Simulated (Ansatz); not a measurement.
## ScAl and the effect of the functional

The cell as given:

```
Sc Al
1.0
     3.37035    0.00000    0.00000
     0.00000    3.37035    0.00000
     0.00000    0.00000    3.37035
Sc Al
1 1
Cartesian
  1.6852 1.6852 1.6852
  0.0000 0.0000 0.0000
```

The cell comes from a database or a generator and needn't be the stable form of this composition.

Kept alike: task relaxation of cell and atoms; k mesh 8 × 8 × 8; occupations fermi-dirac, width 0.05 eV; no spin polarisation. Program: Ansatz, all-electron LAPW, scalar-relativistic. The mesh is that of the run's cell of 2 atoms. No spin-orbit coupling.

| functional | volume (Å³/atom) |
| --- | --- |
| BLYP | 19.872 |
| LDA | 18.097 |
| PBEsol | 18.721 |

The relaxations keep at least the cell's symmetry (Pm-3m). For a metal such a mesh leaves the last digits unconverged. Relaxations stop with a little pressure left, so the last digits of a volume or edge aren't settled.

What does the functional change here?

The volume runs from 18.097 (LDA) to 19.872 Å³/atom (BLYP).
